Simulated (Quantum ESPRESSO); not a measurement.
# GaN (P6_3mc) in Quantum ESPRESSO: notebook

The runs below take GaN through band structure, with RPBE, revPBE, PBE.

All numbers are computed with Quantum ESPRESSO 7.5; they aren't measurements. Logs are shortened: lines on timing, memory, paths and dates and some standing lists are left out, and cuts for length are marked.

**What was measured.**

From “Studying electronic properties in GaN without electrical contacts using γ-γ vs e−-γ Perturbed Angular Correlations”, 2019, pmc:6823545, for a bulk crystal of GaN: band gap 3.503 ± 0.005 eV (direct).

How close the calculation comes is told below.

**1. Starting point**

Symmetry: P6_3mc, No. 186, hexagonal system. The conventional cell has a = 3.180 Å, b = 3.180 Å, c = 5.166 Å, α = 90.00°, β = 90.00°, γ = 120.00°. Around Ga (site symmetry 3m) lie 4 N at 1.94 to 1.95 Å. N (site symmetry 3m) has 4 Ga at 1.94 to 1.95 Å as nearest neighbours.

**2. Band structure, RPBE**

pw.in

```
&CONTROL
  calculation = 'scf'
  prefix = 'pwscf'
  outdir = './tmp'
  pseudo_dir = './pseudo'
  tprnfor = .true.
  tstress = .true.
  disk_io = 'low'
/
&SYSTEM
  ibrav = 0
  nat = 4
  ntyp = 2
  ecutwfc = 84
  nbnd = 26
  input_dft = 'rpbe'
  occupations = 'smearing'
  smearing = 'fd'
  degauss = 0.00367493
/
&ELECTRONS
  conv_thr = 8d-10
  electron_maxstep = 120
  mixing_beta = 0.5
/
ATOMIC_SPECIES
Ga    69.7230 Ga.upf
N     14.0070 N.upf
CELL_PARAMETERS bohr
   6.0093290763    0.0000000000    0.0000000000
  -3.0046645382    5.2042316397    0.0000000000
   0.0000000000    0.0000000000    9.7623251598
ATOMIC_POSITIONS bohr
Ga     3.0046645385    1.7347438797    4.8811625799
Ga    -0.0000000003    3.4694877600    0.0000000000
N      3.0046645385    1.7347438797    8.5420345148
N     -0.0000000003    3.4694877600    3.6608719349
K_POINTS automatic
10 10 5 0 0 0
```

bands.in

```
&CONTROL
  calculation = 'bands'
  prefix = 'pwscf'
  outdir = './tmp'
  pseudo_dir = './pseudo'
  disk_io = 'low'
  verbosity = 'high'
/
&SYSTEM
  ibrav = 0
  nat = 4
  ntyp = 2
  ecutwfc = 84
  nbnd = 26
  input_dft = 'rpbe'
  occupations = 'smearing'
  smearing = 'fd'
  degauss = 0.00367493
/
&ELECTRONS
  conv_thr = 1d-08
  electron_maxstep = 120
  mixing_beta = 0.5
  diago_full_acc = .true.
/
ATOMIC_SPECIES
Ga    69.7230 Ga.upf
N     14.0070 N.upf
CELL_PARAMETERS bohr
   6.0093290763    0.0000000000    0.0000000000
  -3.0046645382    5.2042316397    0.0000000000
   0.0000000000    0.0000000000    9.7623251598
ATOMIC_POSITIONS bohr
Ga     3.0046645385    1.7347438797    4.8811625799
Ga    -0.0000000003    3.4694877600    0.0000000000
N      3.0046645385    1.7347438797    8.5420345148
N     -0.0000000003    3.4694877600    3.6608719349
K_POINTS crystal
60
 0.0000000000  0.0000000000  0.0000000000 1
 0.0714285714  0.0000000000  0.0000000000 1
 0.1428571429  0.0000000000  0.0000000000 1
 0.2142857143  0.0000000000  0.0000000000 1
 0.2857142857  0.0000000000  0.0000000000 1
 0.3571428571  0.0000000000  0.0000000000 1
 0.4285714286  0.0000000000  0.0000000000 1
 0.5000000000  0.0000000000  0.0000000000 1
 0.4583333333  0.0833333333  0.0000000000 1
 0.4166666667  0.1666666667  0.0000000000 1
 0.3750000000  0.2500000000  0.0000000000 1
 0.3333333333  0.3333333333  0.0000000000 1
 0.2962962963  0.2962962963  0.0000000000 1
 0.2592592593  0.2592592593  0.0000000000 1
 0.2222222222  0.2222222222  0.0000000000 1
 0.1851851852  0.1851851852  0.0000000000 1
 0.1481481481  0.1481481481  0.0000000000 1
 0.1111111111  0.1111111111  0.0000000000 1
 0.0740740741  0.0740740741  0.0000000000 1
 0.0370370370  0.0370370370  0.0000000000 1
 0.0000000000  0.0000000000  0.0000000000 1
 0.0000000000  0.0000000000  0.1250000000 1
 0.0000000000  0.0000000000  0.2500000000 1
 0.0000000000  0.0000000000  0.3750000000 1
 0.0000000000  0.0000000000  0.5000000000 1
 0.0625000000  0.0000000000  0.5000000000 1
 0.1250000000  0.0000000000  0.5000000000 1
 0.1875000000  0.0000000000  0.5000000000 1
 0.2500000000  0.0000000000  0.5000000000 1
 0.3125000000  0.0000000000  0.5000000000 1
 0.3750000000  0.0000000000  0.5000000000 1
 0.4375000000  0.0000000000  0.5000000000 1
 0.5000000000  0.0000000000  0.5000000000 1
 0.4666666667  0.0666666667  0.5000000000 1
 0.4333333333  0.1333333333  0.5000000000 1
 0.4000000000  0.2000000000  0.5000000000 1
 0.3666666667  0.2666666667  0.5000000000 1
 0.3333333333  0.3333333333  0.5000000000 1
 0.3030303030  0.3030303030  0.5000000000 1
 0.2727272727  0.2727272727  0.5000000000 1
 0.2424242424  0.2424242424  0.5000000000 1
 0.2121212121  0.2121212121  0.5000000000 1
 0.1818181818  0.1818181818  0.5000000000 1
 0.1515151515  0.1515151515  0.5000000000 1
 0.1212121212  0.1212121212  0.5000000000 1
 0.0909090909  0.0909090909  0.5000000000 1
 0.0606060606  0.0606060606  0.5000000000 1
 0.0303030303  0.0303030303  0.5000000000 1
 0.0000000000  0.0000000000  0.5000000000 1
 0.5000000000  0.0000000000  0.5000000000 1
 0.5000000000  0.0000000000  0.4000000000 1
 0.5000000000  0.0000000000  0.3000000000 1
 0.5000000000  0.0000000000  0.2000000000 1
 0.5000000000  0.0000000000  0.1000000000 1
 0.5000000000  0.0000000000  0.0000000000 1
 0.3333333333  0.3333333333  0.0000000000 1
 0.3333333333  0.3333333333  0.1250000000 1
 0.3333333333  0.3333333333  0.2500000000 1
 0.3333333333  0.3333333333  0.3750000000 1
 0.3333333333  0.3333333333  0.5000000000 1
```

Potentials or basis: PseudoDojo 0.4.1 SR PBE standard.

Command:

```console
$ OMP_NUM_THREADS=1 pw.x -in pw.in > pw.out
$ OMP_NUM_THREADS=1 pw.x -in bands.in > bands.out
```

pw.out:

```text
This program is part of the open-source Quantum ESPRESSO suite
     for quantum simulation of materials; please cite
         "P. Giannozzi et al., J. Phys.:Condens. Matter 21 395502 (2009);
         "P. Giannozzi et al., J. Phys.:Condens. Matter 29 465901 (2017);
         "P. Giannozzi et al., J. Chem. Phys. 152 154105 (2020);
     in publications or presentations arising from this work. More details at

     IMPORTANT: XC functional enforced from input :
     Exchange-correlation= RPBE
                           (   1   4  44   4   0   0   0)
     Any further DFT definition will be discarded
     Please, verify this is what you really want

     Message from routine setup:
     using ibrav=0 with symmetry is DISCOURAGED, use correct ibrav instead

     G-vector sticks info
     --------------------
     sticks:   dense  smooth     PW     G-vecs:    dense   smooth      PW
     Sum         847     847    241                31863    31863    4927

     Using Slab Decomposition

     bravais-lattice index     =            0
     lattice parameter (alat)  =       6.0093  a.u.
     unit-cell volume          =     305.3064 (a.u.)^3
     number of atoms/cell      =            4
     number of atomic types    =            2
     number of electrons       =        36.00
     number of Kohn-Sham states=           26
     kinetic-energy cutoff     =      84.0000  Ry
     charge density cutoff     =     336.0000  Ry
     scf convergence threshold =      8.0E-10
     mixing beta               =       0.5000
     number of iterations used =            8  plain     mixing
     Exchange-correlation= RPBE
                           (   1   4  44   4   0   0   0)

     celldm(1)=   6.009329  celldm(2)=   0.000000  celldm(3)=   0.000000
     celldm(4)=   0.000000  celldm(5)=   0.000000  celldm(6)=   0.000000

     crystal axes: (cart. coord. in units of alat)
               a(1) = (   1.000000   0.000000   0.000000 )
               a(2) = (  -0.500000   0.866025   0.000000 )
               a(3) = (   0.000000   0.000000   1.624528 )

     reciprocal axes: (cart. coord. in units 2 pi/alat)
               b(1) = (  1.000000  0.577350 -0.000000 )
               b(2) = (  0.000000  1.154701  0.000000 )
               b(3) = (  0.000000 -0.000000  0.615563 )

     PseudoPot. # 1 for Ga read from file:
     Ga.upf
     Pseudo is Norm-conserving + core correction, Zval = 13.0
     Generated using ONCVPSP code by D. R. Hamann
     Using radial grid of 1902 points,  6 beta functions with:
                l(1) =   0
                l(2) =   0
                l(3) =   1
                l(4) =   1
                l(5) =   2
                l(6) =   2

     PseudoPot. # 2 for N  read from file:
     N.upf
     Pseudo is Norm-conserving + core correction, Zval =  5.0
     Generated using ONCVPSP code by D. R. Hamann
     Using radial grid of 1058 points,  4 beta functions with:
                l(1) =   0
                l(2) =   0
                l(3) =   1
                l(4) =   1

     atomic species   valence    mass     pseudopotential
     Ga               13.00    69.72300     Ga( 1.00)
     N                 5.00    14.00700     N ( 1.00)

     12 Sym. Ops. (no inversion) found ( 6 have fractional translation)

   Cartesian axes

     site n.     atom                  positions (alat units)
         1        Ga     tau(   1) = (   0.5000000   0.2886751   0.8122642  )
         2        Ga     tau(   2) = (  -0.0000000   0.5773503   0.0000000  )
         3        N      tau(   3) = (   0.5000000   0.2886751   1.4214623  )
         4        N      tau(   4) = (  -0.0000000   0.5773503   0.6091981  )

     number of k points=    42  Fermi-Dirac smearing, width (Ry)=  0.0037
                       cart. coord. in units 2pi/alat
        k(    1) = (   0.0000000   0.0000000   0.0000000), wk =   0.0040000
        k(    2) = (   0.0000000   0.0000000   0.1231127), wk =   0.0080000
        k(    3) = (   0.0000000   0.0000000   0.2462253), wk =   0.0080000
[... 51 lines left out ...]
    22.8554  22.8554

          k = 0.0000 0.0000 0.1231 (  3965 PWs)   bands (ev):

    -4.9687  -4.2567  -2.6709  -2.6709  -2.6563  -2.6212  -2.6212  -2.4188
    -2.4188  -2.3385  -2.3385  -1.4042   4.5747   9.8222   9.9684   9.9684
    10.8123  10.8123  13.8956  15.4733  20.0061  21.0739  21.0739  21.0790
    22.4970  22.4970

          k = 0.0000 0.0000 0.2462 (  3970 PWs)   bands (ev):

    -4.6871  -4.4062  -2.6613  -2.6613  -2.6421  -2.6421  -2.4918  -2.3887
    -2.3887  -2.3582  -2.3582  -2.0664   6.1723   8.0399  10.2220  10.2220
    10.5444  10.5444  15.0119  15.5145  19.5953  19.8872  21.3075  21.3075
    21.8255  21.8255
[... 73 lines left out ...]
    -4.2505  -4.0810  -2.6337  -2.5868  -2.5380  -2.4793  -2.4477  -2.3941
    -2.3579  -2.3208  -1.5148  -0.5881   4.5913   5.7467   7.0883   8.4564
     9.4097   9.8459  15.6028  16.4835  18.2598  19.2209  21.3151  21.8885
    22.3933  24.5504

          k = 0.0000 0.4619 0.2462 (  3972 PWs)   bands (ev):

    -4.1645  -4.1003  -2.6358  -2.6019  -2.5415  -2.4871  -2.4344  -2.3949
    -2.3509  -2.3377  -1.3011  -0.9508   4.6344   5.0960   8.3539   8.8493
     9.3461   9.3760  15.3875  16.0793  18.6830  19.1496  21.0929  21.2220
    22.7327  23.7437

          k = 0.0000-0.5774 0.0000 (  3992 PWs)   bands (ev):

    -4.2347  -4.0743  -2.6289  -2.6045  -2.5101  -2.4701  -2.4186  -2.4121
    -2.3416  -2.3083  -1.1368  -0.5794   4.5212   5.7065   6.7046   8.1778
     8.6946   9.9470  16.1591  16.6634  17.1144  19.7034  21.4521  21.4579
    23.5453  24.5469

          k = 0.0000-0.5774 0.1231 (  3986 PWs)   bands (ev):

    -4.2019  -4.0723  -2.6380  -2.5856  -2.5327  -2.4833  -2.4325  -2.3792
    -2.3409  -2.3168  -1.1000  -0.6431   4.3058   5.2811   7.3454   8.3246
     9.0927   9.7483  15.6024  16.2037  18.3533  19.1531  21.4143  21.8147
    22.3460  24.7827

          k = 0.0000-0.5774 0.2462 (  3958 PWs)   bands (ev):

    -4.1328  -4.0835  -2.6416  -2.6070  -2.5360  -2.4759  -2.4253  -2.3789
    -2.3379  -2.3304  -0.9852  -0.8074   4.2302   4.6070   8.5260   8.7262
     9.2656   9.3077  15.2352  15.8754  18.7134  19.0930  21.0829  21.1994
    22.7437  23.8716

          k = 0.1000 0.1732 0.0000 (  3969 PWs)   bands (ev):

    -4.8179  -4.1607  -2.6554  -2.6396  -2.5853  -2.5824  -2.5305  -2.4517
    -2.4315  -2.3713  -2.3251  -0.8094   4.2835   8.2547   8.8344   9.5472
    10.5555  10.5717  14.6343  16.8155  19.4914  19.4978  21.7916  21.8191
    21.9655  23.4811

          k = 0.1000 0.1732 0.1231 (  3963 PWs)   bands (ev):

    -4.7218  -4.1851  -2.6505  -2.6342  -2.5911  -2.5844  -2.5255  -2.4226
    -2.4116  -2.3812  -2.3299  -1.1684   4.8891   8.4300   8.5698   9.4363
    10.3686  10.4283  15.0021  16.8613  19.0835  19.5452  21.1943  21.6971
    22.0001  23.1021
[... 143 lines left out ...]
    -4.1202  -4.0809  -2.6506  -2.5326  -2.5066  -2.4616  -2.4205  -2.4193
    -2.3806  -2.3731  -0.7871  -0.4735   5.1107   5.3598   6.1167   8.0031
     8.1738   8.8294  16.7213  18.1254  18.8753  19.1741  20.3842  20.5611
    23.6294  24.6798

          k = 0.3000 0.5196 0.2462 (  3973 PWs)   bands (ev):

    -4.0817  -4.0670  -2.5842  -2.5631  -2.5497  -2.4990  -2.4183  -2.4167
    -2.3805  -2.3712  -0.6937  -0.5715   4.8030   4.9292   6.5631   7.2983
     9.1364   9.4280  17.3663  17.4217  18.4020  18.8821  20.0357  20.2246
    24.1418  24.8625

     the Fermi energy is    11.8788 ev

!    total energy              =    -347.79348436 Ry
     estimated scf accuracy    <          5.1E-11 Ry
     smearing contrib. (-TS)   =      -0.00000000 Ry
     internal energy E=F+TS    =    -347.79348436 Ry

     The total energy is F=E-TS. E is the sum of the following terms:
     one-electron contribution =    -104.55337721 Ry
     hartree contribution      =      87.46193146 Ry
     xc contribution           =     -96.69509024 Ry
     ewald contribution        =    -234.00694837 Ry

     convergence has been achieved in  11 iterations

     Forces acting on atoms (cartesian axes, Ry/au):

     atom    1 type  1   force =     0.00000000    0.00000000   -0.00566380
     atom    2 type  1   force =     0.00000000   -0.00000000   -0.00566380
     atom    3 type  2   force =     0.00000000    0.00000000    0.00566380
     atom    4 type  2   force =    -0.00000000   -0.00000000    0.00566380

     Total force =     0.011328     Total SCF correction =     0.000006

     Computing stress (Cartesian axis) and pressure

          total   stress  (Ry/bohr**3)                   (kbar)     P=      116.13
   0.00074374   0.00000000   0.00000000          109.41        0.00        0.00
   0.00000000   0.00074374   0.00000000            0.00      109.41        0.00
   0.00000000   0.00000000   0.00088075            0.00        0.00      129.56

=------------------------------------------------------------------------------=
   JOB DONE.
=------------------------------------------------------------------------------=
```

It took 2.2 min on 1 thread of Arm Neoverse V1, shared host; peak memory 0.13 GiB.

Results:

| Property | Result |
| --- | --- |
| Free energy | -4731.9714 eV |
| Pressure | 11.6 GPa |
| Largest force | 0.146 eV/Å |
| Band gap on the k mesh | 2.13 eV, direct |
| Band gap along the path | 2.13 eV, direct |

Forces on the atoms (eV/Å):
```
Ga   0.000  0.000 -0.146
Ga   0.000  0.000 -0.146
N    0.000  0.000  0.146
N    0.000  0.000  0.146
```

Levels at the corners of the path, in eV from the valence-band top:
| point | band 14 | band 15 | band 16 | band 17 | band 18 | band 19 | band 20 | band 21 | band 22 | band 23 |
| --- | --- | --- | --- | --- | --- | --- | --- | --- | --- | --- |
| Γ | -1.04 | -1.04 | -0.06 | 0.00 | 0.00 | 2.13 | 4.48 | 9.35 | 10.11 | 10.11 |
| M | -5.21 | -4.21 | -2.74 | -2.22 | -0.97 | 5.24 | 5.75 | 6.20 | 8.79 | 10.54 |
| K | -5.26 | -5.26 | -3.00 | -3.00 | -2.68 | 5.26 | 8.01 | 8.01 | 8.53 | 10.03 |
| Γ | -1.04 | -1.04 | -0.06 | 0.00 | 0.00 | 2.13 | 4.48 | 9.35 | 10.11 | 10.11 |
| A | -3.82 | -0.53 | -0.53 | -0.53 | -0.53 | 4.44 | 4.44 | 8.69 | 8.69 | 10.62 |
| L | -6.55 | -1.93 | -1.93 | -1.89 | -1.89 | 4.58 | 4.58 | 8.00 | 8.00 | 10.14 |
| H | -6.10 | -4.17 | -4.17 | -1.48 | -1.48 | 6.65 | 6.65 | 7.44 | 7.44 | 9.22 |
| A | -3.82 | -0.53 | -0.53 | -0.53 | -0.53 | 4.44 | 4.44 | 8.69 | 8.69 | 10.62 |
| L | -6.55 | -1.93 | -1.93 | -1.89 | -1.89 | 4.58 | 4.58 | 8.00 | 8.00 | 10.14 |
| M | -5.21 | -4.21 | -2.74 | -2.22 | -0.97 | 5.24 | 5.75 | 6.20 | 8.79 | 10.54 |
| K | -5.26 | -5.26 | -3.00 | -3.00 | -2.68 | 5.26 | 8.01 | 8.01 | 8.53 | 10.03 |
| H | -6.10 | -4.17 | -4.17 | -1.48 | -1.48 | 6.65 | 6.65 | 7.44 | 7.44 | 9.22 |

Caveat: the potentials were made for another functional, which shifts forces and pressure.

**3. Band structure, revPBE**

pw.in

```
&CONTROL
  calculation = 'scf'
  prefix = 'pwscf'
  outdir = './tmp'
  pseudo_dir = './pseudo'
  tprnfor = .true.
  tstress = .true.
  disk_io = 'low'
/
&SYSTEM
  ibrav = 0
  nat = 4
  ntyp = 2
  ecutwfc = 84
  nbnd = 26
  input_dft = 'revpbe'
  occupations = 'smearing'
  smearing = 'fd'
  degauss = 0.00367493
/
&ELECTRONS
  conv_thr = 8d-10
  electron_maxstep = 120
  mixing_beta = 0.5
/
ATOMIC_SPECIES
Ga    69.7230 Ga.upf
N     14.0070 N.upf
CELL_PARAMETERS angstrom
   3.1800000000    0.0000000000    0.0000000000
  -1.5900000000    2.7539607840    0.0000000000
   0.0000000000    0.0000000000    5.1660000000
ATOMIC_POSITIONS angstrom
Ga     1.5900000002    0.9179869279    2.5830000000
Ga    -0.0000000002    1.8359738561    0.0000000000
N      1.5900000002    0.9179869279    4.5202500000
N     -0.0000000002    1.8359738561    1.9372500000
K_POINTS automatic
10 10 5 0 0 0
```

bands.in: that of step 2 with these lines changed.

```diff
@@ -14,3 +14,3 @@
   nbnd = 26
-  input_dft = 'rpbe'
+  input_dft = 'revpbe'
   occupations = 'smearing'
@@ -28,11 +28,11 @@
 N     14.0070 N.upf
-CELL_PARAMETERS bohr
-   6.0093290763    0.0000000000    0.0000000000
-  -3.0046645382    5.2042316397    0.0000000000
-   0.0000000000    0.0000000000    9.7623251598
-ATOMIC_POSITIONS bohr
-Ga     3.0046645385    1.7347438797    4.8811625799
-Ga    -0.0000000003    3.4694877600    0.0000000000
-N      3.0046645385    1.7347438797    8.5420345148
-N     -0.0000000003    3.4694877600    3.6608719349
+CELL_PARAMETERS angstrom
+   3.1800000000    0.0000000000    0.0000000000
+  -1.5900000000    2.7539607840    0.0000000000
+   0.0000000000    0.0000000000    5.1660000000
+ATOMIC_POSITIONS angstrom
+Ga     1.5900000002    0.9179869279    2.5830000000
+Ga    -0.0000000002    1.8359738561    0.0000000000
+N      1.5900000002    0.9179869279    4.5202500000
+N     -0.0000000002    1.8359738561    1.9372500000
 K_POINTS crystal
```

Potentials or basis: PseudoDojo 0.4.1 SR PBE standard.

Command:

```console
$ OMP_NUM_THREADS=1 pw.x -in pw.in > pw.out
$ OMP_NUM_THREADS=1 pw.x -in bands.in > bands.out
```

Wall time 2.3 min (1 thread of Arm Neoverse V1, shared host); peak memory 0.13 GiB.

Results (log left out):

- Free energy: -4730.9365 eV
- Pressure: 10.5 GPa
- Largest force: 0.144 eV/Å
- Band gap on the k mesh: 2.10 eV, direct
- Band gap along the path: 2.10 eV, direct

Forces in eV/Å, atoms in the order of the input:
```
Ga   0.000  0.000 -0.144
Ga   0.000  0.000 -0.144
N    0.000  0.000  0.144
N    0.000  0.000  0.144
```

Stress tensor (GPa, compression positive):
```
 9.86  0.00  0.00
 0.00  9.86  0.00
 0.00  0.00 11.91
```

Levels at the corners of the path, in eV from the valence-band top:
```csv
point,band 14,band 15,band 16,band 17,band 18,band 19,band 20,band 21,band 22,band 23
Γ,-1.05,-1.05,-0.06,0.00,0.00,2.10,4.45,9.33,10.08,10.08
M,-5.23,-4.22,-2.75,-2.23,-0.97,5.21,5.72,6.17,8.76,10.51
K,-5.28,-5.28,-3.01,-3.01,-2.69,5.23,7.98,7.98,8.50,10.01
Γ,-1.05,-1.05,-0.06,0.00,0.00,2.10,4.45,9.33,10.08,10.08
A,-3.83,-0.54,-0.54,-0.54,-0.54,4.41,4.41,8.66,8.66,10.58
L,-6.57,-1.93,-1.93,-1.90,-1.90,4.55,4.55,7.96,7.96,10.11
H,-6.12,-4.18,-4.18,-1.48,-1.48,6.62,6.62,7.41,7.41,9.20
A,-3.83,-0.54,-0.54,-0.54,-0.54,4.41,4.41,8.66,8.66,10.58
L,-6.57,-1.93,-1.93,-1.90,-1.90,4.55,4.55,7.96,7.96,10.11
M,-5.23,-4.22,-2.75,-2.23,-0.97,5.21,5.72,6.17,8.76,10.51
K,-5.28,-5.28,-3.01,-3.01,-2.69,5.23,7.98,7.98,8.50,10.01
H,-6.12,-4.18,-4.18,-1.48,-1.48,6.62,6.62,7.41,7.41,9.20
```

Caveat: the potentials were made for another functional, which shifts forces and pressure.

(Part 1 of 2 ends here.)
